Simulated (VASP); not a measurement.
**A VASP 6.6.1 single-point calculation on RbBr**

INCAR

```
LASPH = .TRUE.
ISMEAR = -1
ISIF = 2
SIGMA = 0.02
NBANDS = 15
ENCUT = 520
LWAVE = .FALSE.
IBRION = -1
ISYM = 0
LREAL = .FALSE.
EDIFF = 1E-7
NSW = 0
LCHARG = .FALSE.
NELM = 89
PREC = Accurate
GGA = PS
```

KPOINTS

```
KPOINTS created by Atomic Simulation Environment
0
Gamma
4 4 4
0 0 0
```

POSCAR

```
Rb Br
 1.0000000000000000
     0.0000000000000000    3.7727594430000000    4.0420150981000003
     3.7727594430000000    0.0000000000000000    4.0420150981000003
     3.7727594430000000    3.7727594430000000    0.0000000000000000
 Rb  Br
   1   1
Cartesian
  0.0000000000000000  0.0000000000000000  0.0000000000000000
  1.8863797215000000  1.8863797215000000  2.0210075490500001
```

The recommended PBE PAW datasets give the neutral cell 16 valence electrons.

Command

```
mpirun -np 1 vasp_std
```

Task: How does this run end, and what does it give?

Result: It converged. Results: gap between bands v and c on the k mesh 4.09 eV; least direct gap on the k mesh 4.20 eV; pressure -0.3 GPa. Band v is the last that the valence electrons fill when counted band by band, and c is the next.

OSZICAR

```
N       E                     dE             d eps       ncg     rms          rms(c)
DAV:   1     0.915657282120E+02    0.91566E+02   -0.59638E+03  1080   0.857E+02
DAV:   2     0.232697163785E+01   -0.89239E+02   -0.81485E+02  1490   0.155E+02
DAV:   3    -0.619305902720E+01   -0.85200E+01   -0.84739E+01  1458   0.507E+01
DAV:   4    -0.648324945621E+01   -0.29019E+00   -0.29012E+00  1756   0.871E+00
DAV:   5    -0.648490999629E+01   -0.16605E-02   -0.16605E-02  1444   0.718E-01    0.274E+00
DAV:   6    -0.613806816208E+01    0.34684E+00   -0.43467E-01  1388   0.265E+00    0.175E+00
DAV:   7    -0.609386830536E+01    0.44200E-01   -0.21060E-01  1423   0.189E+00    0.930E-01
DAV:   8    -0.611977072294E+01   -0.25902E-01   -0.26258E-02  1449   0.826E-01    0.159E-01
DAV:   9    -0.612387677534E+01   -0.41061E-02   -0.36374E-03  1283   0.257E-01    0.114E-01
DAV:  10    -0.612653901456E+01   -0.26622E-02   -0.20413E-03  1087   0.222E-01    0.273E-02
DAV:  11    -0.612661404371E+01   -0.75029E-04   -0.15358E-04  1388   0.581E-02    0.127E-02
DAV:  12    -0.612664867424E+01   -0.34631E-04   -0.63002E-05  1080   0.437E-02    0.221E-03
DAV:  13    -0.612664926510E+01   -0.59086E-06   -0.13809E-06  1650   0.663E-03    0.205E-03
DAV:  14    -0.612664951682E+01   -0.25172E-06   -0.29040E-07  1086   0.324E-03    0.612E-04
DAV:  15    -0.612664959774E+01   -0.80921E-07   -0.17626E-07  1098   0.252E-03
   1 F= -.61266496E+01 E0= -.61266496E+01  d E =-.204205E-10
```

For comparison, a separate PBE run of the intended cell, on usual settings and not on those above, gives a gap of 4.05 eV on its mesh and a pressure of 0.2 GPa.
